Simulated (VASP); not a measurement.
# CH₂O: training a force field on the fly

CH₂O, molecule in box, 4 atoms in the cell. PBE, machine-learned force field trained on the fly; PAW potentials C, O, H (PBE set).

## Input

INCAR.step1:
```
SYSTEM = H2CO
PREC = Normal
ENCUT = 400
EDIFF = 1E-5
LREAL = .FALSE.
ALGO = Fast
NELMIN = 4
NELM = 100
ISYM = 0
ISMEAR = 0
SIGMA = 0.05
LWAVE = .FALSE.
LCHARG = .FALSE.
IBRION = 0
ISIF = 2
TEBEG = 300
POTIM = 0.7
RANDOM_SEED = 975532 0 0
MDALGO = 1
ANDERSEN_PROB = 0.1
NSW = 160
ML_LMLFF = .TRUE.
ML_MODE = train
ML_CTIFOR = 1E-6
ML_WTSIF = 1E-10
ML_NMDINT = 1
ML_ICRITERIA = 0
```

INCAR.step2:
```
SYSTEM = H2CO
PREC = Normal
ENCUT = 400
EDIFF = 1E-5
LREAL = .FALSE.
ALGO = Fast
NELMIN = 4
NELM = 100
ISYM = 0
ISMEAR = 0
SIGMA = 0.05
LWAVE = .FALSE.
LCHARG = .FALSE.
IBRION = 0
ISIF = 2
TEBEG = 180
POTIM = 0.7
RANDOM_SEED = 560756 0 0
MDALGO = 3
LANGEVIN_GAMMA = 10 10 10
NSW = 2000
TEEND = 375
ML_LMLFF = .TRUE.
ML_MODE = train
ML_CTIFOR = 0.02
ML_WTSIF = 1E-10
ML_NMDINT = 2
```

INCAR.step3:
```
SYSTEM = H2CO
PREC = Normal
ENCUT = 400
EDIFF = 1E-5
LREAL = .FALSE.
ALGO = Fast
NELMIN = 4
NELM = 100
ISYM = 0
ISMEAR = 0
SIGMA = 0.05
LWAVE = .FALSE.
LCHARG = .FALSE.
ML_LMLFF = .TRUE.
ML_MODE = refit
ML_WTSIF = 1E-10
```

INCAR.step4:
```
SYSTEM = H2CO
PREC = Normal
ENCUT = 400
ISYM = 0
ISMEAR = 0
SIGMA = 0.05
LWAVE = .FALSE.
LCHARG = .FALSE.
ML_LMLFF = .TRUE.
ML_MODE = run
NWRITE = 2
IBRION = -1
NSW = 0
```

INCAR.step5:
```
SYSTEM = H2CO
PREC = Normal
ENCUT = 400
EDIFF = 1E-5
LREAL = .FALSE.
ALGO = Fast
NELMIN = 4
NELM = 100
ISYM = 0
ISMEAR = 0
SIGMA = 0.05
LWAVE = .FALSE.
LCHARG = .FALSE.
```

INCAR.step6:
```
SYSTEM = H2CO
PREC = Normal
ENCUT = 400
ISYM = 0
ISMEAR = 0
SIGMA = 0.05
LWAVE = .FALSE.
LCHARG = .FALSE.
ML_LMLFF = .TRUE.
ML_MODE = run
NWRITE = 0
IBRION = 2
NSW = 300
EDIFFG = -2E-4
ISIF = 2
```

KPOINTS:
```
k-points
0
Gamma
  1 1 1
```

POSCAR.step1:
```
H2CO
1.0
    7.5000000000      0.0000000000      0.0000000000
    0.0000000000      8.0000000000      0.0000000000
    0.0000000000      0.0000000000      8.0000000000
C O H
1 1 2
Direct
    0.4898133300      0.5336125100      0.4989125100
    0.5824533300      0.6019374900      0.5994875000
    0.4175466700      0.6038500000      0.4005125000
    0.4709466700      0.3961500000      0.4983875000
```

Commands (each step's output is kept before the next begins):
```
cat potpaw_PBE.64/C/POTCAR potpaw_PBE.64/O/POTCAR potpaw_PBE.64/H/POTCAR > POTCAR
cp INCAR.step1 INCAR
cp POSCAR.step1 POSCAR
mpirun -np 4 vasp_gam > vasp.out
cp ML_ABN ../ML_AB
cp CONTCAR POSCAR
cp ../ML_AB ML_AB
cp INCAR.step2 INCAR
mpirun -np 4 vasp_gam > vasp.out
cp ML_ABN ../ML_AB
cp CONTCAR POSCAR
cp ../ML_AB ML_AB
cp INCAR.step3 INCAR
mpirun -np 4 vasp_gam > vasp.out
cp ML_FFN ../ML_FF
cp ../ML_FF ML_FF
rm ML_AB
cp INCAR.step4 INCAR
mpirun -np 4 vasp_gam > vasp.out
cp INCAR.step5 INCAR
mpirun -np 4 vasp_gam > vasp.out
cp INCAR.step6 INCAR
mpirun -np 4 vasp_gam > vasp.out
cp CONTCAR ../POSCAR.min
cp CONTCAR POSCAR
cp INCAR.step5 INCAR
mpirun -np 4 vasp_gam > vasp.out
cp INCAR.step4 INCAR
mpirun -np 4 vasp_gam > vasp.out
```

## Result

- Force error of the fit (eV/Å): 0.003
- Energy error of the fit (eV/atom): 0.0000

The training runs are MD at 180 to 375 K, 1.5 ps in all.

Between the relaxed minimum and a frame of the training run, the force field gives 0.110 eV and DFT 0.110 eV.

ML_LOGFILE.step1:
```
# STATUS This line describes the overall status of each step.
# STATUS
# STATUS nstep ..... MD time step or input structure counter
# STATUS state ..... One-word description of step action
# STATUS             - "accurate"  (1) : Errors are low, force field is used
# STATUS             - "threshold" (2) : Errors exceeded threshold, structure is sampled from ab initio
# STATUS             - "learning"  (3) : Stored configurations are used for training force field
# STATUS             - "critical"  (4) : Errors are high, ab initio sampling and learning is enforced
# STATUS             - "predict"   (5) : Force field is used in prediction mode only, no error checking
# STATUS             - "predfast"  (6) : Prediction mode only, no error checking, no error estimates
# STATUS             - "interval"  (7) : Errors exceeded threshold, but too close to last sampling (ML_NMDINT)
# STATUS is ........ Integer representation of above one-word description (integer in parenthesis)
# STATUS doabin .... Perform ab initio calculation (T/F)
# STATUS iff ....... Force field available (T/F, False after startup hints to possible convergence problems)
[... 34 lines left out ...]
BEEF                  157   7.07729071E-06   2.36333755E-03   1.13881998E-03   1.00000000E-06   6.62116397E-02   4.21959396E-02
BEEF                  158   7.05030160E-06   2.33864021E-03   1.15274047E-03   1.00000000E-06   6.55894255E-02   4.16219267E-02
BEEF                  159   7.13267367E-06   2.34638576E-03   1.19735074E-03   1.00000000E-06   6.49762165E-02   4.10610210E-02
BEEF                  160   7.19288367E-06   2.33916289E-03   1.24292629E-03   1.00000000E-06   6.45837674E-02   4.06125621E-02
ERR                   157   8.42322841E-05   1.06382990E-02   2.01448831E+00
ERR                   158   8.40863231E-05   1.06172738E-02   2.01288317E+00
ERR                   159   8.45831404E-05   1.06504003E-02   2.03571491E+00
ERR                   160   8.37856664E-05   1.05886719E-02   2.02136260E+00
```

ML_LOGFILE.step2:
```
# STATUS This line describes the overall status of each step.
# STATUS
# STATUS nstep ..... MD time step or input structure counter
# STATUS state ..... One-word description of step action
# STATUS             - "accurate"  (1) : Errors are low, force field is used
# STATUS             - "threshold" (2) : Errors exceeded threshold, structure is sampled from ab initio
# STATUS             - "learning"  (3) : Stored configurations are used for training force field
# STATUS             - "critical"  (4) : Errors are high, ab initio sampling and learning is enforced
# STATUS             - "predict"   (5) : Force field is used in prediction mode only, no error checking
# STATUS             - "predfast"  (6) : Prediction mode only, no error checking, no error estimates
# STATUS             - "interval"  (7) : Errors exceeded threshold, but too close to last sampling (ML_NMDINT)
# STATUS is ........ Integer representation of above one-word description (integer in parenthesis)
# STATUS doabin .... Perform ab initio calculation (T/F)
# STATUS iff ....... Force field available (T/F, False after startup hints to possible convergence problems)
[... 28 lines left out ...]
STATUS               1999  accurate  1      F      T      1999      1999
STATUS               2000  accurate  1      F      T      2000      2000
SPRSC                   0       160       160 C         33        33 O         28        28 H         60        60
BEEF                 1997   2.56073800E-05   5.29467087E-03   2.81624082E-03   2.00000000E-02   6.46983119E-02   3.81032148E-02
BEEF                 1998   2.65520407E-05   5.94336472E-03   3.22139677E-03   2.00000000E-02   6.49354276E-02   3.83255794E-02
BEEF                 1999   2.62479191E-05   5.32474637E-03   2.90182005E-03   2.00000000E-02   6.47605547E-02   3.79401812E-02
BEEF                 2000   2.57454282E-05   4.35748214E-03   2.37765771E-03   2.00000000E-02   6.47485571E-02   3.76188104E-02
ERR                     0   8.37502131E-05   1.05926681E-02   2.01875963E+00
```

ML_LOGFILE.step3:
```
# STATUS This line describes the overall status of each step.
# STATUS
# STATUS nstep ..... MD time step or input structure counter
# STATUS state ..... One-word description of step action
# STATUS             - "accurate"  (1) : Errors are low, force field is used
# STATUS             - "threshold" (2) : Errors exceeded threshold, structure is sampled from ab initio
# STATUS             - "learning"  (3) : Stored configurations are used for training force field
# STATUS             - "critical"  (4) : Errors are high, ab initio sampling and learning is enforced
# STATUS             - "predict"   (5) : Force field is used in prediction mode only, no error checking
# STATUS             - "predfast"  (6) : Prediction mode only, no error checking, no error estimates
# STATUS             - "interval"  (7) : Errors exceeded threshold, but too close to last sampling (ML_NMDINT)
# STATUS is ........ Integer representation of above one-word description (integer in parenthesis)
# STATUS doabin .... Perform ab initio calculation (T/F)
# STATUS iff ....... Force field available (T/F, False after startup hints to possible convergence problems)
[... 20 lines left out ...]
# BEEF bee_ave_stress ... Bayesian error estimate of stresses (average) (kB)
# BEEF              nstep       bee_energy    bee_max_force    bee_ave_force        threshold   bee_max_stress   bee_ave_stress
# BEEF                  2                3                4                5                6                7                8
# SPRSC This line shows the results of sparsification regarding the number
# SPRSC of reference structures and local reference configurations.
# SPRSC
STATUS                  0  learning  3      T      F         0         0
STATUS                  1  accurate  1      F      T         1         1
SPRSC                   0       160       160 C         33        33 O         28        28 H         60        60
ERR                     0   3.57193827E-05   3.15350291E-03   2.08935588E+00
```

Limits: the nuclei move classically.

VASP 6.6.1 took 117 s on 4 cores (Intel Xeon Platinum 8488C (Sapphire Rapids)), a shared host.
